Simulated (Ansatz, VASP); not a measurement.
**One calculation of Sb, two programs**

Contents of INCAR:

```
SYSTEM = Sb
ALGO = Normal ; EDIFF = 1E-8
ENCUT = 520 ; GGA = PE
ISIF = 2 ; ISMEAR = -1
LASPH = .True. ; LCHARG = .False.
LEFG = .True. ; LREAL = .False.
LWAVE = .False. ; NBANDS = 8
NELM = 100 ; PREC = Accurate
SIGMA = 0.05
```

File KPOINTS:

```
k-points
0
Gamma
  19 19 19
  0 0 0
```

File POSCAR:

```
Sb
1.0
   -1.4749000000      1.4749000000      2.4800000000
    1.4749000000     -1.4749000000      2.4800000000
    1.4749000000      1.4749000000     -2.4800000000
Sb
1
Direct
    0.0000000000      0.0000000000      0.0000000000
```

Input for Ansatz:

```yaml
crystal:
  lattice:
    - [-1.4749, 1.4749, 2.48]
    - [1.4749, -1.4749, 2.48]
    - [1.4749, 1.4749, -2.48]
  atoms:
    - { symbol: Sb, position: [0.0, 0.0, 0.0] }
kpoints:
  mp_grid: { grid: [19, 19, 19] }
scf:
  occupations: { method: fermi_dirac, width: 0.05 }
hamiltonian:
  xc: pbe
  pseudopotentials: { kind: all_electron, datasets: crystal }
output:
  forces: true
  stress: true
  eigenvalues: true
  efg: { contact_densities: true }
```

Change from the starting cell: equal xx and yy strain of -2 %, crystal datasets.

Alike in both runs: task electric field gradients; functional PBE; k mesh 19 × 19 × 19; occupations fermi-dirac, width 0.05 eV; no spin polarisation.

|  | VASP | Ansatz |
| --- | --- | --- |
| version | VASP 6.6.1 | Ansatz 0.2.0 |
| potentials or method | VASP PAW PBE potentials, release 64 (Sb) | all-electron PAW with datasets made for the crystal, scalar-relativistic |
| plane-wave cutoff (eV) | 520 | see its input |

Ansatz gave:

* pressure (GPa): 25.5
* largest component of the traceless stress (GPa): 2.58
* Vzz of the field gradient on the site that differs most (V/Å²): 40.3

**Question.** Which values does VASP return?

**Answer.** Pressure (GPa): 25.6; largest component of the traceless stress (GPa): 2.72; Vzz of the field gradient on the site that differs most (V/Å²): 40.8.

Ansatz ran all-electron here, so the differences hold the error of VASP's frozen core and of both bases. Ansatz warned: «gradients_without_spin_orbit».

Caveats: so large a pressure means that the cell lies far from this level's equilibrium, or that cutoff or potentials fall short (VASP). Spin-orbit coupling is left out, which matters for the levels of Sb.
